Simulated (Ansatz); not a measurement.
## Cold compression of TaN (CsCl type)

```xyz
2
Lattice="2.7498 0.0000 0.0000 0.0000 2.7498 0.0000 0.0000 0.0000 2.7498" Properties=species:S:1:pos:R:3 pbc="T T T"
Ta    0.0000    0.0000    0.0000
N     1.3749    1.3749    1.3749
```

The cell comes from a relaxation on PAW files under the same functional, begun from a prototype that needn't be the stable phase.

Its volume is scaled at fixed shape and fractional positions.

Computed with Ansatz 0.2.0; functional PBE, scalar-relativistic. Settings: a Γ-centred 14×14×14 k mesh, Fermi–Dirac smearing of 0.05 eV, no spin polarisation. Methods: LAPW: all electrons, basis error target 1 meV/atom; PAW: frozen-core files, cutoff 420 eV; crystal datasets: all electrons, by PAW datasets that the program makes for each cell; norm-conserving: pseudopotentials, cutoff 1240 eV; PAW (core large): files with a larger core, cutoff 420 eV.

Energies are extrapolated to zero smearing and count from the unscaled cell; pressure is positive in compression; gaps take the mesh and a band path. No temperature or zero-point motion is included.

Spin–orbit coupling is left out, which matters for the heavy atoms. The structure type is held throughout; the real material can change phase at far lower pressure.

```tsv
V/V0	V (Å³/atom)	P LAPW (GPa)	ΔE LAPW (eV/atom)	P PAW − LAPW (GPa)	ΔE PAW − LAPW (meV/atom)
1.00	10.40	0.28	0.000	-0.27	0.0
0.88	9.15	53.1	0.186	0.03	-1.2
0.78	8.11	133.3	0.766	0.78	1.0
0.68	7.07	276.7	2.049	2.64	11.3
0.58	6.03	546.7	4.625	7.00	40.8
0.50	5.20	?	8.402	12.86	91.5
0.43	4.47	?	13.986	19.47	164.2
```

(1) Fill in "P LAPW (GPa)" for the row "0.50".

(2) Fill in "P LAPW (GPa)" for the row "0.43".

(3) Fit the Vinet equation to the LAPW pressures over the whole range, with residuals weighted by 1/(|P| + 0.03·Pmax).

(4) At the smallest volume, how far do crystal datasets and norm-conserving and PAW (core large) lie from LAPW in pressure?

(5) How do the Löwdin populations by LAPW change from the unscaled cell to the last row?

## Answers

(1) 946.7.

(2) 1572.

(3) V0 = 10.41 Å³/atom, B0 = 297 GPa and B0′ = 4.79, and the fit misses no point by more than 14 GPa. A fit over so wide a range pins B0 less well than one near rest.

(4) crystal datasets: +0.01 GPa; norm-conserving: -3.03 GPa; PAW (core large): +19.47 GPa, on a LAPW pressure of 1572 GPa.

(5) Ta 5s 1.95 → 1.81, Ta 6s 0.50 → 0.40, Ta 5p 5.98 → 5.86, Ta 5d 3.81 → 4.58, N 2s 1.54 → 1.15 electrons an atom. These are projections on the shells that the free atoms fill; 0.06 e a cell lies outside them at the start and 0.09 e at the end.
